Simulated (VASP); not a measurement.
# C₂H₃F: harmonic vibrations of a molecule

C₂H₃F, molecule in box, 6 atoms in the cell. PBE, harmonic vibrations; PAW potentials C, F, H (PBE set).

## Input

INCAR.step1:
```
PREC = Accurate
ENCUT = 400
EDIFF = 1E-8
ISMEAR = 0
SIGMA = 0.01
ISYM = 0
LREAL = False
LASPH = True
NELM = 100
ALGO = Normal
LWAVE = False
LCHARG = False
IBRION = 2
NSW = 60
ISIF = 2
EDIFFG = -0.002
POTIM = 0.5
```

INCAR.step2, as INCAR.step1 but for:
```
- IBRION = 2
- NSW = 60
- ISIF = 2
- EDIFFG = -0.002
- POTIM = 0.5
+ IBRION = 5
+ NFREE = 2
+ POTIM = 0.015
+ NSW = 1
```

KPOINTS:
```
k-points
0
Gamma
  1 1 1
```

POSCAR.step1:
```
H3C2F
1.0
   12.0000000000      0.0000000000      0.0000000000
    0.0000000000     12.0000000000      0.0000000000
    0.0000000000      0.0000000000     11.0000000000
C F H
2 1 3
Direct
    0.4563083300      0.5138791700      0.4637954500
    0.5418250000      0.5061541700      0.5382863600
    0.5815083300      0.4081458300      0.5763681800
    0.4140000000      0.4405708300      0.4298136400
    0.4276416700      0.5953541700      0.4358954500
    0.5881666700      0.5756291700      0.5759318200
```

Commands (each step's output is kept before the next begins):
```
cat potpaw_PBE.64/C/POTCAR potpaw_PBE.64/F/POTCAR potpaw_PBE.64/H/POTCAR > POTCAR
cp INCAR.step1 INCAR
cp POSCAR.step1 POSCAR
mpirun -np 4 vasp_gam > vasp.out
cp CONTCAR POSCAR
cp INCAR.step2 INCAR
mpirun -np 4 vasp_gam > vasp.out
```

## Result

- Vibrations (cm⁻¹; a negative value is imaginary): 3199, 3132, 3104, 1654, 1360, 1289, 1127, 923, 902, 844, 704, 468
- Zero-point energy (eV): 1.160
- Translations and rotations, which should read zero (cm⁻¹): -40, -25, -13, 0, 11, 42
- Vibrational entropy at 298 K (meV/K): 0.069
- Displaced cells: 36
- Ionic steps, all stages: 66
- Electronic steps, all stages: 998

VASP 6.6.1 took 1344 s on 4 cores (Intel Xeon Platinum 8259CL @ 2.50GHz (Skylake/Cascade Lake)), a shared host.
